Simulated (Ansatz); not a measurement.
# CdO (Monteponite) (Fm-3m) in Ansatz: equation of state

How stiff is CdO (Monteponite) in PBE, and what volume does it want? The cell is scaled to several volumes.

Everything below comes from runs of Ansatz 0.2.0. Logs are shortened: lines on timing, memory, paths and dates and some standing lists are left out, and cuts for length are marked.

## Step 1: The crystal as given

The structure is cubic, space group Fm-3m (No. 225). Conventional cell: a = 4.699 Å, b = 4.699 Å, c = 4.699 Å, α = 90.00°, β = 90.00°, γ = 90.00°. Cd (site symmetry m-3m) has 6 O at 2.35 Å as nearest neighbours. Around O (site symmetry m-3m) lie 6 Cd at 2.35 Å.

## Step 2: Equation of state, PBE

Potentials or basis: all-electron LAPW, scalar-relativistic.

No new run: the results of the series are fitted here.

Results:

| Item | Value |
| --- | --- |
| Equilibrium volume | 13.55 Å³/atom |
| Bulk modulus | 126 GPa |
| Pressure derivative of the bulk modulus | 4.8 |

Energy against volume, from the lowest point:
```csv
volume (Å³/atom),energy (meV/atom)
12.191,65.14
12.451,40.85
12.710,22.82
12.970,10.39
13.229,2.96
13.488,0.00
13.748,1.05
```

PBE usually gives volumes a little too large and moduli too small. Zero-point motion and thermal expansion aren't in these numbers.
